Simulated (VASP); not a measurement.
# Mo under changes of volume

One of the cells (16.209 Å³/atom); the others are scaled copies at fixed shape and fractional positions:

```
Mo
1.0
    -1.59430    1.59430    1.59430
     1.59430   -1.59430    1.59430
     1.59430    1.59430   -1.59430
Mo
1
Cartesian
  0.0000 0.0000 0.0000
```

* Program: VASP 6.6.1
* Functional: PBE
* Potentials or basis: VASP PAW PBE potentials, release 64 (Mo_sv)
* Cutoff: 520 eV
* k mesh: 12 × 12 × 12
* Occupations: fermi-dirac, width 0.05 eV
* Spin: no spin polarisation

| volume (Å³/atom) | energy over the lowest point (meV/atom) | pressure (GPa) |
| --- | --- | --- |
| 14.938 | 40.52 | 16.8 |
| 15.256 | 13.96 | 10.1 |
| 15.574 | 0.00 | 4.1 |
| 16.209 | ? | ? |
| 16.527 | 21.50 | -10.6 |
| 16.845 | 46.34 | -14.5 |

What does the run at 16.209 Å³/atom give?

Energy over the lowest point 4.86 meV/atom; pressure -6.2 GPa.

Worked out: A Birch-Murnaghan fit of order 3 (a polynomial in V^(-2/3)) to the other rows has its minimum at 15.81 Å³/atom with B0 = V·E''(V) = 261 GPa and B' = 4.3. It gives 4.86 meV/atom at 16.209 Å³/atom, against the run's 4.86, and -dE/dV = -6.2 GPa, against -6.2.

Energies are extrapolated to zero smearing.
